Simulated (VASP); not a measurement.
Crystal: InP.

```
In P
1.0
     0.00000    2.93050    2.93050
     2.93050    0.00000    2.93050
     2.93050    2.93050    0.00000
In P
1 1
Direct
  0.00000 0.00000 0.00000
  0.75000 0.75000 0.75000
```

Program: VASP 6.6.1. Alike in all runs: potentials or basis VASP PAW PBE potentials, release 64 (In_d, P); cell as given; cutoff (eV) 520. Hardware: 1 thread of Intel(R) Xeon(R) Platinum 8259CL CPU @ 2.50GHz (Skylake/Cascade Lake) (shared host).

Task: Order these runs on this cell by their wall time, lowest first.
A. task band structure; level r2SCAN; spin off; k mesh 8 × 8 × 8; smearing fermi-dirac 0.05 eV
B. task single point; level PBE; spin off; k mesh 8 × 8 × 8; smearing gaussian 0.012 eV
C. task band structure; level r2SCAN; spin SOC, no magnetisation; k mesh 6 × 6 × 6; smearing fermi-dirac 0.05 eV

Result: B (16 s), A (220 s), C (1100 s).
